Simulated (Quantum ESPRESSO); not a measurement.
# TiO2 (Anatase) (I4_1/amd) in Quantum ESPRESSO: phonons with PBE

Aim: the phonons of TiO2 (Anatase) with PBE.

Everything below comes from runs of Quantum ESPRESSO 7.5. Logs are shortened: lines on timing, memory, paths and dates and some standing lists are left out, and cuts for length are marked.

### 1 The structure

It takes space group I4_1/amd (No. 141, tetragonal). Conventional cell: a = 3.784 Å, b = 3.784 Å, c = 9.515 Å, α = 90.00°, β = 90.00°, γ = 90.00°. Around Ti (site symmetry -4m2) lie 6 O at 1.93 to 1.98 Å. O (site symmetry 2mm) has 3 Ti at 1.93 to 1.98 Å as nearest neighbours.

### 2 Phonons, PBE

The input, pw.in:

```
&CONTROL
  calculation = 'scf'
  prefix = 'pwscf'
  outdir = './tmp'
  pseudo_dir = './pseudo'
  tprnfor = .true.
  tstress = .true.
  disk_io = 'low'
/
&SYSTEM
  ibrav = 0
  celldm(1) = 8
  nat = 6
  ntyp = 2
  ecutwfc = 45
  ecutrho = 360
  nbnd = 33
  occupations = 'smearing'
  smearing = 'fd'
  degauss = 0.00367493
/
&ELECTRONS
  conv_thr = 1.2d-09
  electron_maxstep = 120
  mixing_beta = 0.5
/
ATOMIC_SPECIES
Ti    47.8670 ti_pbe_v1.4.uspp.F.UPF
O     15.9990 o_pbe_v1.2.uspp.F.UPF
CELL_PARAMETERS alat
 -0.4469438500506   0.4469438500506   1.1237492615853
  0.4469438500506  -0.4469438500506   1.1237492615853
  0.4469438500506   0.4469438500506  -1.1237492615853
ATOMIC_POSITIONS crystal
Ti     0.7500000000    0.2500000000    0.5000000000
Ti     0.0000000000    0.0000000000    0.0000000000
O      0.7919000000    0.7919000000    0.0000000000
O      0.5419000000    0.0419000000    0.5000000000
O      0.9581000000    0.4581000000    0.5000000000
O      0.2081000000    0.2081000000    0.0000000000
K_POINTS automatic
6 6 6 1 1 1
```

The input, relax.in:

```
&CONTROL
  calculation = 'vc-relax'
  prefix = 'pwscf'
  outdir = './tmp'
  pseudo_dir = './pseudo'
  tprnfor = .true.
  tstress = .true.
  disk_io = 'low'
  nstep = 40
  forc_conv_thr = 0.0001
  etot_conv_thr = 1d-06
/
&SYSTEM
  ibrav = 0
  celldm(1) = 8
  nat = 6
  ntyp = 2
  ecutwfc = 45
  ecutrho = 360
  nbnd = 33
  occupations = 'smearing'
  smearing = 'fd'
  degauss = 0.00367493
/
&ELECTRONS
  conv_thr = 1.2d-09
  electron_maxstep = 120
  mixing_beta = 0.5
/
&IONS
  ion_dynamics = 'bfgs'
/
&CELL
  cell_dynamics = 'bfgs'
  press = 0
  press_conv_thr = 0.2
/
ATOMIC_SPECIES
Ti    47.8670 ti_pbe_v1.4.uspp.F.UPF
O     15.9990 o_pbe_v1.2.uspp.F.UPF
CELL_PARAMETERS alat
 -0.4469438500506   0.4469438500506   1.1237492615853
  0.4469438500506  -0.4469438500506   1.1237492615853
  0.4469438500506   0.4469438500506  -1.1237492615853
ATOMIC_POSITIONS crystal
Ti     0.7500000000    0.2500000000    0.5000000000
Ti     0.0000000000    0.0000000000    0.0000000000
O      0.7919000000    0.7919000000    0.0000000000
O      0.5419000000    0.0419000000    0.5000000000
O      0.9581000000    0.4581000000    0.5000000000
O      0.2081000000    0.2081000000    0.0000000000
K_POINTS automatic
6 6 6 1 1 1
```

The input, gamma.in:

```
&CONTROL
  calculation = 'bands'
  prefix = 'pwscf'
  outdir = './tmp'
  pseudo_dir = './pseudo'
  disk_io = 'low'
  verbosity = 'high'
/
&SYSTEM
  ibrav = 0
  celldm(1) = 8
  nat = 6
  ntyp = 2
  ecutwfc = 45
  ecutrho = 360
  nbnd = 33
  occupations = 'smearing'
  smearing = 'fd'
  degauss = 0.00367493
/
&ELECTRONS
  conv_thr = 1d-08
  electron_maxstep = 120
  mixing_beta = 0.5
  diago_full_acc = .true.
  startingwfc = 'random'
/
ATOMIC_SPECIES
Ti    47.8670 ti_pbe_v1.4.uspp.F.UPF
O     15.9990 o_pbe_v1.2.uspp.F.UPF
CELL_PARAMETERS alat
 -0.4489909090795   0.4489909090795   1.1457108566531
  0.4489909090795  -0.4489909090795   1.1457108566531
  0.4489909090795   0.4489909090795  -1.1457108566531
ATOMIC_POSITIONS crystal
Ti     0.7500000000    0.2500000000    0.5000000000
Ti     0.0000000000    0.0000000000    0.0000000000
O      0.7934709167    0.7934709167    0.0000000000
O      0.5434709167    0.0434709167    0.5000000000
O      0.9565290833    0.4565290833    0.5000000000
O      0.2065290833    0.2065290833    0.0000000000
K_POINTS crystal
1
0.0 0.0 0.0 1
```

The input, scf2.in:

```
&CONTROL
  calculation = 'scf'
  prefix = 'pwscf'
  outdir = './tmp'
  pseudo_dir = './pseudo'
  tprnfor = .true.
  tstress = .true.
  disk_io = 'low'
/
&SYSTEM
  ibrav = 0
  celldm(1) = 8
  nat = 6
  ntyp = 2
  ecutwfc = 45
  ecutrho = 360
  nbnd = 33
  occupations = 'fixed'
/
&ELECTRONS
  conv_thr = 1d-13
  electron_maxstep = 120
  mixing_beta = 0.5
  startingpot = 'file'
/
ATOMIC_SPECIES
Ti    47.8670 ti_pbe_v1.4.uspp.F.UPF
O     15.9990 o_pbe_v1.2.uspp.F.UPF
CELL_PARAMETERS alat
 -0.4489909090795   0.4489909090795   1.1457108566531
  0.4489909090795  -0.4489909090795   1.1457108566531
  0.4489909090795   0.4489909090795  -1.1457108566531
ATOMIC_POSITIONS crystal
Ti     0.7500000000    0.2500000000    0.5000000000
Ti     0.0000000000    0.0000000000    0.0000000000
O      0.7934709167    0.7934709167    0.0000000000
O      0.5434709167    0.0434709167    0.5000000000
O      0.9565290833    0.4565290833    0.5000000000
O      0.2065290833    0.2065290833    0.0000000000
K_POINTS automatic
6 6 6 1 1 1
```

The input, ph.in:

```
phonons of TiO2
&INPUTPH
  prefix = 'pwscf'
  outdir = './tmp'
  tr2_ph = 1d-18
  fildyn = 'dyn'
  niter_ph = 90
  alpha_mix(1) = 0.7
  epsil = True
/
0.0000000000 0.0000000000 0.0000000000
```

The input, dynmat.in:

```
&INPUT
  fildyn = 'dyn'
  asr = 'crystal'
  lperm = .true.
  filout = 'dynmat.disp'
  fileig = 'dynmat.eig'
/
```

The input, dynmat_lo.in:

```
&INPUT
  fildyn = 'dyn'
  asr = 'crystal'
  filout = 'dynmat_lo.disp'
  fileig = 'dynmat_lo.eig'
  q(1) = 1
  q(2) = 0
  q(3) = 0
/
```

Potentials or basis: GBRV 1.5 PBE.

Started as:

```bash
> OMP_NUM_THREADS=1 mpirun -n 4 pw.x -nk 4 -in pw.in > pw.out
> OMP_NUM_THREADS=1 mpirun -n 4 pw.x -nk 4 -in relax.in > relax.out
> OMP_NUM_THREADS=1 mpirun -n 4 pw.x -in gamma.in > gamma.out
> OMP_NUM_THREADS=1 mpirun -n 4 pw.x -nk 4 -in scf2.in > scf2.out
> OMP_NUM_THREADS=1 mpirun -n 4 ph.x -nk 4 -in ph.in > ph.out
> OMP_NUM_THREADS=1 mpirun -n 1 dynmat.x -in dynmat.in > dynmat.out
> OMP_NUM_THREADS=1 mpirun -n 1 dynmat.x -in dynmat_lo.in > dynmat_lo.out
```

pw.out:

```text
This program is part of the open-source Quantum ESPRESSO suite
     for quantum simulation of materials; please cite
[... 6 lines left out ...]
     using ibrav=0 with symmetry is DISCOURAGED, use correct ibrav instead

     K-points division:     npool     =       4
     Subspace diagonalization in iterative solution of the eigenvalue problem:
     a serial algorithm will be used

     G-vector sticks info
     --------------------
     sticks:   dense  smooth     PW     G-vecs:    dense   smooth      PW
     Sum        2609    1295    413                53139    18763    3293

     Using Slab Decomposition

     bravais-lattice index     =            0
     lattice parameter (alat)  =       8.0000  a.u.
     unit-cell volume          =     459.7326 (a.u.)^3
     number of atoms/cell      =            6
     number of atomic types    =            2
     number of electrons       =        48.00
     number of Kohn-Sham states=           33
     kinetic-energy cutoff     =      45.0000  Ry
     charge density cutoff     =     360.0000  Ry
     scf convergence threshold =      1.2E-09
     mixing beta               =       0.5000
     number of iterations used =            8  plain     mixing
     Exchange-correlation= SLA  PW   PBE  PBE
                           (   1   4   3   4   0   0   0)

     celldm(1)=   8.000000  celldm(2)=   0.000000  celldm(3)=   0.000000
     celldm(4)=   0.000000  celldm(5)=   0.000000  celldm(6)=   0.000000

     crystal axes: (cart. coord. in units of alat)
               a(1) = (  -0.446944   0.446944   1.123749 )
               a(2) = (   0.446944  -0.446944   1.123749 )
               a(3) = (   0.446944   0.446944  -1.123749 )

     reciprocal axes: (cart. coord. in units 2 pi/alat)
               b(1) = ( -0.000000  1.118709  0.444939 )
               b(2) = (  1.118709 -0.000000  0.444939 )
               b(3) = (  1.118709  1.118709  0.000000 )

     PseudoPot. # 1 for Ti read from file:
     ti_pbe_v1.4.uspp.F.UPF
     Pseudo is Ultrasoft + core correction, Zval = 12.0
     Generated by new atomic code, or converted to UPF format
     Using radial grid of  851 points,  6 beta functions with:
                l(1) =   0
                l(2) =   0
                l(3) =   1
                l(4) =   1
                l(5) =   2
                l(6) =   2
     Q(r) pseudized with  6 coefficients,  rinner =    1.000   1.000   1.000
                                                       1.000   1.000

     PseudoPot. # 2 for O  read from file:
     o_pbe_v1.2.uspp.F.UPF
     Pseudo is Ultrasoft + core correction, Zval =  6.0
     Generated by new atomic code, or converted to UPF format
     Using radial grid of  737 points,  5 beta functions with:
                l(1) =   0
                l(2) =   0
                l(3) =   1
                l(4) =   1
                l(5) =   2
     Q(r) pseudized with  8 coefficients,  rinner =    0.900   0.900   0.900
                                                       0.900   0.900

     atomic species   valence    mass     pseudopotential
     Ti               12.00    47.86700     Ti( 1.00)
     O                 6.00    15.99900     O ( 1.00)

     16 Sym. Ops., with inversion, found ( 8 have fractional translation)

   Cartesian axes

     site n.     atom                  positions (alat units)
         1        Ti     tau(   1) = (   0.0000000   0.4469439   0.5618746  )
         2        Ti     tau(   2) = (   0.0000000   0.0000000   0.0000000  )
         3        O      tau(   3) = (  -0.0000000   0.0000000   1.7797941  )
         4        O      tau(   4) = (  -0.0000000   0.4469439   0.0941702  )
         5        O      tau(   5) = (   0.0000000   0.4469439   1.0295791  )
         6        O      tau(   6) = (  -0.0000000   0.0000000   0.4677044  )

     number of k points=    28  Fermi-Dirac smearing, width (Ry)=  0.0037
                       cart. coord. in units 2pi/alat
        k(    1) = (   0.1864515   0.1864515   0.0741565), wk =   0.0740741
        k(    2) = (   0.3729029   0.3729029   0.0741565), wk =   0.0740741
        k(    3) = (   0.5593544   0.5593544   0.0741565), wk =   0.0370370
        k(    4) = (   0.0000000   0.0000000   0.0741565), wk =   0.0185185
        k(    5) = (   0.3729029   0.1864515   0.1483130), wk =   0.1481481
        k(    6) = (   0.5593544   0.3729029   0.1483130), wk =   0.1481481
[... 20 lines left out ...]
        k(   27) = (   0.0000000  -0.0000000   0.3707826), wk =   0.0185185
        k(   28) = (  -0.0000000   0.9322573   0.0000000), wk =   0.0370370

     Dense  grid:    53139 G-vectors     FFT dimensions: (  64,  64,  64)

     Smooth grid:    18763 G-vectors     FFT dimensions: (  48,  48,  48)

     Check: negative core charge=   -0.000011

     Initial potential from superposition of free atoms

     starting charge      45.9999, renormalised to      48.0000

     negative rho (up, down):  2.333E-03 0.000E+00
     Starting wfcs are   36 randomized atomic wfcs

     Self-consistent Calculation

     iteration #  1     ecut=    45.00 Ry     beta= 0.50
     Davidson diagonalization with overlap
     ethr =  1.00E-02,  avg # of iterations =  2.0

     negative rho (up, down):  3.606E-03 0.000E+00
[... 76 lines left out ...]
     iteration # 10     ecut=    45.00 Ry     beta= 0.50
     Davidson diagonalization with overlap
     ethr =  1.22E-11,  avg # of iterations =  1.9

     negative rho (up, down):  2.238E-03 0.000E+00

     End of self-consistent calculation

          k = 0.1865 0.1865 0.0742 (  2344 PWs)   bands (ev):

   -49.0088 -48.9572 -25.4894 -25.3075 -25.2754 -25.2105 -25.1822 -25.0971
   -10.0217  -9.1186  -9.0352  -8.7271   3.0425   3.2286   3.3589   3.9305
     4.7736   5.3015   5.5293   5.7726   5.9622   6.1987   6.6768   7.0534
    10.2955  10.3931  10.6104  11.0237  11.0802  11.3783  12.9394  13.5628
    13.5810
[... 75 lines left out ...]
   -49.0020 -48.9641 -25.4492 -25.3233 -25.2838 -25.2064 -25.1705 -25.1309
    -9.8835  -9.1606  -9.0798  -8.7963   3.0328   3.2052   3.5849   3.8263
     4.6776   5.2516   5.5614   5.8009   5.9530   6.3711   6.6303   6.9487
    10.2889  10.3516  10.7147  10.9877  11.1141  11.2724  12.8206  13.4621
    13.6966

          k =-0.0000 0.5594-0.1483 (  2346 PWs)   bands (ev):

   -48.9975 -48.9667 -25.4705 -25.3836 -25.2668 -25.2238 -25.1703 -25.1241
    -9.7403  -9.0490  -8.7865  -8.7071   2.8689   3.0866   3.6034   3.6365
     3.9905   5.0347   5.1534   5.3560   5.6205   6.3667   6.4945   6.6390
    10.6004  10.8744  10.9224  11.0150  11.6509  11.8092  12.7944  13.4202
    13.9489

          k =-0.9323-0.3729-0.1483 (  2342 PWs)   bands (ev):

   -48.9937 -48.9705 -25.4440 -25.3777 -25.2876 -25.2354 -25.1623 -25.1331
    -9.5922  -9.0326  -8.9559  -8.7247   2.6566   3.1568   3.7011   3.8429
     4.2375   4.4317   4.9550   5.5220   5.9072   6.2672   6.6399   6.9256
    10.3892  10.5659  10.8887  10.9902  11.3735  11.5422  13.0474  13.6970
    14.0963

          k = 0.0000 0.3729-0.0742 (  2343 PWs)   bands (ev):

   -49.0050 -48.9601 -25.4882 -25.3466 -25.2626 -25.2231 -25.1762 -25.1035
    -9.9082  -9.0929  -8.9121  -8.6776   2.7344   3.3389   3.5860   3.8299
     4.2753   5.1756   5.2921   5.6696   5.7006   6.4128   6.5073   6.6964
    10.4945  10.7343  10.8289  10.9794  11.2945  11.7570  12.7587  13.2837
    13.8832

          k = 0.1865 0.5594-0.0742 (  2339 PWs)   bands (ev):

   -48.9950 -48.9683 -25.4732 -25.3867 -25.2847 -25.2489 -25.1665 -25.1168
    -9.5740  -8.9531  -8.7455  -8.7040   2.8762   3.0513   3.2154   3.5079
     4.1514   4.5548   4.8828   5.1077   5.7850   6.3135   6.6252   6.7999
    10.5173  10.5642  10.9878  11.1296  11.6227  11.7978  13.1926  13.9311
    14.1582
[... 51 lines left out ...]
   -48.9980 -48.9690 -25.4115 -25.3128 -25.2753 -25.2043 -25.1667 -25.1566
    -9.8974  -9.3337  -9.1157  -8.8841   3.0822   3.5954   3.6630   3.7416
     4.9989   5.1941   5.6533   5.9276   6.0461   6.5435   6.8228   6.8410
     9.9846  10.3341  10.8613  10.9486  11.1224  11.6494  12.4484  13.0842
    13.1851

          k =-0.0000 0.7458-0.0742 (  2355 PWs)   bands (ev):

   -48.9921 -48.9731 -25.4328 -25.3580 -25.2729 -25.2309 -25.1658 -25.1425
    -9.6997  -9.1078  -9.0439  -8.7639   2.6290   3.6392   3.6423   4.0005
     4.2523   4.6571   5.0740   5.6579   6.0233   6.4843   6.5695   6.6697
    10.3604  10.7541  10.8906  10.9255  11.2899  11.8072  12.6421  13.3605
    13.5321
[... 27 lines left out ...]
   -48.9920 -48.9760 -25.3531 -25.2809 -25.2809 -25.2500 -25.1628 -25.1628
    -9.8585  -9.5602  -9.1189  -9.0013   3.5941   3.5941   3.6286   3.6449
     5.2770   5.2770   5.9469   6.0202   6.0936   6.0936   7.1948   7.1948
     9.7198   9.9110  11.1227  11.1227  11.5910  11.5910  12.2462  12.3984
    13.0163

          k =-0.0000 0.9323 0.0000 (  2354 PWs)   bands (ev):

   -48.9856 -48.9815 -25.3595 -25.3175 -25.2797 -25.2512 -25.1623 -25.1584
    -9.6877  -9.5333  -9.0558  -8.9654   3.0774   3.6179   3.7266   3.7476
     4.9603   5.1866   5.5875   5.9797   6.0136   6.4977   6.8412   6.8894
     9.9873  10.3262  10.8884  10.9085  11.0918  11.6780  12.4731  13.0088
    13.2346

     the Fermi energy is     8.4953 ev

!    total energy              =    -368.46268050 Ry
     estimated scf accuracy    <          1.2E-10 Ry
     smearing contrib. (-TS)   =      -0.00000000 Ry
     internal energy E=F+TS    =    -368.46268050 Ry

     The total energy is F=E-TS. E is the sum of the following terms:
     one-electron contribution =    -160.50099254 Ry
     hartree contribution      =     101.55187496 Ry
     xc contribution           =     -65.33669358 Ry
     ewald contribution        =    -244.17686934 Ry

     convergence has been achieved in  10 iterations

     negative rho (up, down):  2.238E-03 0.000E+00

     Forces acting on atoms (cartesian axes, Ry/au):

     atom    1 type  1   force =     0.00000000    0.00000000    0.00000000
     atom    2 type  1   force =    -0.00000000   -0.00000000    0.00000000
     atom    3 type  2   force =     0.00000000    0.00000000   -0.00441005
     atom    4 type  2   force =     0.00000000   -0.00000000   -0.00441005
     atom    5 type  2   force =    -0.00000000   -0.00000000    0.00441005
     atom    6 type  2   force =    -0.00000000   -0.00000000    0.00441005

     Total force =     0.008820     Total SCF correction =     0.000005

     Computing stress (Cartesian axis) and pressure

     negative rho (up, down):  2.238E-03 0.000E+00
          total   stress  (Ry/bohr**3)                   (kbar)     P=       54.84
   0.00034448   0.00000000   0.00000000           50.67        0.00        0.00
   0.00000000   0.00034448   0.00000000            0.00       50.67        0.00
   0.00000000   0.00000000   0.00042947            0.00        0.00       63.18

=------------------------------------------------------------------------------=
   JOB DONE.
=------------------------------------------------------------------------------=
```

Wall time 22 min (4 MPI ranks of Arm Neoverse V2, shared host); peak memory 0.92 GiB.

Results:

```yaml
Free_energy: -5013.2237 eV
Relaxed_volume: 11.68 Å³/atom
Relaxed_cell: a = 5.545 Å, b = 5.545 Å, c = 5.545 Å, α = 139.91°, β = 139.91°, γ = 57.99°
Space_group_after_relaxing_to_0.05_Å: I4_1/amd (No. 141)
Pressure_after_relaxing: 0.0 GPa
Electronic_dielectric_tensor_diagonal: 6.83, 6.83, 6.30
Born_charges_mean_of_the_diagonal: Ti +6.29; O -3.15 e
Highest_phonon_frequency_at_Γ_LO-TO_splitting_left_out: 600 cm⁻¹
Static_dielectric_tensor_diagonal: 77.96, 77.96, 32.79
```

The path:
| step | energy change (eV) | largest force (eV/Å) | pressure (GPa) | volume (Å³) |
| --- | --- | --- | --- | --- |
| 1 | 0.0000 | 0.1134 | 5.48 | 68.13 |
| 2 | -0.0285 | 0.1061 | -0.65 | 70.05 |
| 3 | -0.0295 | 0.0644 | 0.01 | 69.86 |
| 4 | -0.0301 | 0.0349 | 0.24 | 69.82 |
| 5 | -0.0307 | 0.0137 | 0.31 | 69.84 |
| 6 | -0.0313 | 0.0025 | 0.30 | 69.89 |
| 7 | -0.0319 | 0.0135 | 0.20 | 69.99 |
| 8 | -0.0322 | 0.0129 | 0.05 | 70.08 |
| 9 | -0.0322 | 0.0059 | 0.01 | 70.09 |
| 10 | -0.0322 | 0.0003 | 0.00 | 70.09 |

Final structure:
```cif
data_structure
_symmetry_space_group_name_H-M 'P 1'
_symmetry_Int_Tables_number 1
_cell_length_a 5.5454
_cell_length_b 5.5454
_cell_length_c 5.5454
_cell_angle_alpha 139.909
_cell_angle_beta 139.909
_cell_angle_gamma 57.992
_cell_volume 70.09
loop_
_atom_site_label
_atom_site_type_symbol
_atom_site_fract_x
_atom_site_fract_y
_atom_site_fract_z
_atom_site_occupancy
Ti1 Ti 0.75000 0.25000 0.50000 1
Ti2 Ti 0.00000 0.00000 0.00000 1
O1 O 0.79347 0.79347 0.00000 1
O2 O 0.54347 0.04347 0.50000 1
O3 O 0.95653 0.45653 0.50000 1
O4 O 0.20653 0.20653 0.00000 1
```

Phonon frequencies in cm⁻¹ (negative: imaginary):
| q point | frequencies |
| --- | --- |
| (0.000, 0.000, 0.000) | -5 2 2 112 112 175 175 208 208 303 361 396 396 479 496 521 600 600 |

Electronic dielectric tensor:
```
6.83 0.00 0.00
0.00 6.83 0.00
0.00 0.00 6.30
```

Born effective charge tensors (e):
atom 1, Ti
```
6.56 0.00 0.00
0.00 6.56 0.00
0.00 0.00 5.75
```
atom 2, Ti
```
6.56 0.00 0.00
0.00 6.56 0.00
0.00 0.00 5.75
```
atom 3, O
```
-5.45  0.00  0.00
 0.00 -1.11  0.00
 0.00  0.00 -2.88
```
atom 4, O
```
-1.11  0.00  0.00
 0.00 -5.45  0.00
 0.00  0.00 -2.88
```
atom 5, O
```
-5.45  0.00  0.00
 0.00 -1.11  0.00
 0.00  0.00 -2.88
```
atom 6, O
```
-1.11  0.00  0.00
 0.00 -5.45  0.00
 0.00  0.00 -2.88
```

Optical modes at Γ, degenerate ones joined, polar ones without the macroscopic field:
| cm⁻¹ | components | symmetry | active in | IR intensity, summed ((D/Å)²/amu) |
| --- | --- | --- | --- | --- |
| 112 | 2 | Eg | Raman | 0.00 |
| 175 | 2 | Eg | Raman | 0.00 |
| 208 | 2 | Eu | IR | 180.29 |
| 303 | 1 | A2u | IR | 79.71 |
| 361 | 1 | B1g | Raman | 0.00 |
| 396 | 2 | Eu | IR | 81.10 |
| 479 | 1 | B1g | Raman | 0.00 |
| 496 | 1 | A1g | Raman | 0.00 |
| 521 | 1 | B2u | silent | 0.00 |
| 600 | 2 | Eg | Raman | 0.00 |

Zone-centre frequencies without and with the macroscopic field along x (cm⁻¹):
```
                                              optical modes in rising order
       without  112 112 175 175 208 208 303 361 396 396 479 496 521 600 600
with the field  112 112 175 175 208 303 341 361 396 479 496 521 600 600 816
```

Static dielectric tensor, electrons and zone-centre modes:
```
77.96  0.00  0.00
 0.00 77.96  0.00
 0.00  0.00 32.79
```
